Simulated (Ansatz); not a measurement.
# Fe: stress in a strained cell

Aim: deform Fe (equal xx and yy strain of +1 %) and compute stress, forces and field gradients with LAPW, PAW and all-electron datasets made for the crystal.

Method: DFT PBE, scalar-relativistic, in Ansatz 0.2.0.

### Step 1. The system as given

The structure is hexagonal, space group P6_3/mmc (No. 194). The conventional cell has a = 2.434 Å, b = 2.434 Å, c = 3.842 Å, α = 90.00°, β = 90.00°, γ = 120.00°. Around Fe (site symmetry -6m2) lie 12 Fe at 2.38 to 2.43 Å.

Coordinates:

```cif
data_structure
_symmetry_space_group_name_H-M 'P 1'
_symmetry_Int_Tables_number 1
_cell_length_a 2.4342
_cell_length_b 2.4342
_cell_length_c 3.8419
_cell_angle_alpha 90.000
_cell_angle_beta 90.000
_cell_angle_gamma 120.000
_cell_volume 19.71
loop_
_atom_site_label
_atom_site_type_symbol
_atom_site_fract_x
_atom_site_fract_y
_atom_site_fract_z
_atom_site_occupancy
Fe1 Fe 0.33333 0.66667 0.25000 1
Fe2 Fe 0.66667 0.33333 0.75000 1
```

Atoms are numbered in the order of the input: Fe1, Fe2.

### Step 2. The deformed structure

Space group P6_3/mmc before, P6_3/mmc after.

### Step 3. All-electron LAPW

Input file input.yaml:

```yaml
crystal:
  lattice:
    - [2.4584991612, 0.0, 0.0]
    - [-1.2292495806, 2.1291227288, 0.0]
    - [0.0, 0.0, 3.84193447]
  atoms:
    - { symbol: Fe, position: [0.3333333333, 0.6666666667, 0.25] }
    - { symbol: Fe, position: [0.6666666667, 0.3333333333, 0.75] }
kpoints:
  mp_grid: { grid: [17, 17, 10] }
  band_path:
    path:
      - [0.0, 0.0, 0.0]
      - [0.5, 0.0, 0.0]
      - [0.3333333333, 0.3333333333, 0.0]
      - [0.0, 0.0, 0.0]
      - [0.0, 0.0, 0.5]
      - [0.5, 0.0, 0.5]
      - [0.3333333333, 0.3333333333, 0.5]
      - [0.0, 0.0, 0.5]
      - [0.5, 0.0, 0.5]
    npoints: 5
scf:
  occupations: { method: fermi_dirac, width: 0.08 }
hamiltonian:
  xc: pbe
  pseudopotentials: { kind: all_electron, lapw: { basis_error: 0.00025 } }
output:
  forces: true
  stress: true
  eigenvalues: true
```

Command:

```
> ansatz run input.yaml --threads 1 --pin off --max-ram 3072MiB --backend cpu --events-out ev --progress --plain --runs-dir out
```

### Step 4. Frozen-core PAW

Input file input.yaml:

```yaml
crystal:
  lattice:
    - [2.4584991612, 0.0, 0.0]
    - [-1.2292495806, 2.1291227288, 0.0]
    - [0.0, 0.0, 3.84193447]
  atoms:
    - { symbol: Fe, position: [0.3333333333, 0.6666666667, 0.25] }
    - { symbol: Fe, position: [0.6666666667, 0.3333333333, 0.75] }
kpoints:
  mp_grid: { grid: [17, 17, 10] }
scf:
  occupations: { method: fermi_dirac, width: 0.08 }
hamiltonian:
  xc: pbe
  pseudopotentials: { kind: paw }
output:
  forces: true
  stress: true
  eigenvalues: true
  efg: { contact_densities: true }
  write_density: true
  write_potential: true
  elf: true
  volumetric_format: npy
```

### Step 5. Datasets made for this crystal

input.yaml, as its differences from that of step 4:

```diff
@@ -14,3 +14,3 @@
   xc: pbe
-  pseudopotentials: { kind: paw }
+  pseudopotentials: { kind: all_electron, datasets: crystal }
 output:
@@ -20,5 +20 @@
   efg: { contact_densities: true }
-  write_density: true
-  write_potential: true
-  elf: true
-  volumetric_format: npy
```

(Steps that only read results are left out.)

What does the calculation give? Wanted: pressure; largest shear or deviatoric stress.

**Answer**, as computed:

| quantity | value |
| --- | --- |
| pressure | LAPW 4.49, PAW 4.62, crystal datasets 4.49 GPa |
| largest shear or deviatoric stress (LAPW) | 3.77 GPa |

What this shows: The largest part of the stress beyond the pressure is 3.77 GPa in size, in the zz component; the atoms are carried along and not relaxed. No run of the undeformed cell stands beside it, so the pressure holds what the given cell had before the change. PAW: stress within 0.17 GPa of LAPW. Crystal datasets: stress within 0.01 GPa of LAPW. Spin polarisation is left out here, though a magnetic state may lie well lower.

Real Fe is ferromagnetic; without spin these runs don't describe its ground state.
